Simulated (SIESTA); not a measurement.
The system is SiC (Moissanite).

```
Si C
1.0
     3.07600    0.00000    0.00000
    -1.53800    2.66389    0.00000
     0.00000    0.00000    5.04800
Si C
2 2
Direct
  0.66667 0.33333 0.50000
  0.33333 0.66667 0.00000
  0.66667 0.33333 0.88500
  0.33333 0.66667 0.38500
```

Base run:

```yaml
Program: SIESTA 5.4.2
Functional: AM05
Potentials_or_basis: PseudoDojo 0.4 standard (PBEsol files)
Basis: DZP (energy shift 0.003 Ry)
Grid_cutoff: 500 Ry
Energy_shift: 0.003 Ry
k_mesh: 10 × 10 × 5
Occupations: fermi-dirac, width 0.05 eV
Spin: no spin polarisation
```

Its results: band gap on the k mesh 2.30 eV, indirect (least direct gap 3.96 eV); pressure 2.8 GPa; largest force 0.833 eV/Å.

**Question.** The run is repeated on the same cell with these changes: functional from AM05 to vdW-DF-cx; potentials or basis from PseudoDojo 0.4 standard (PBEsol files) to PseudoDojo 0.4 standard (PBE files). What comes out?

**Answer.** Band gap on the k mesh 2.38 eV, indirect (least direct gap 4.04 eV); pressure 5.5 GPa; largest force 0.849 eV/Å.

Caveats: the potentials were made for another functional, which shifts forces and pressure; the mesh misses the band edges, which the band path finds closer together; the basis of atomic orbitals isn't converged, which shifts pressures, moduli and gaps.
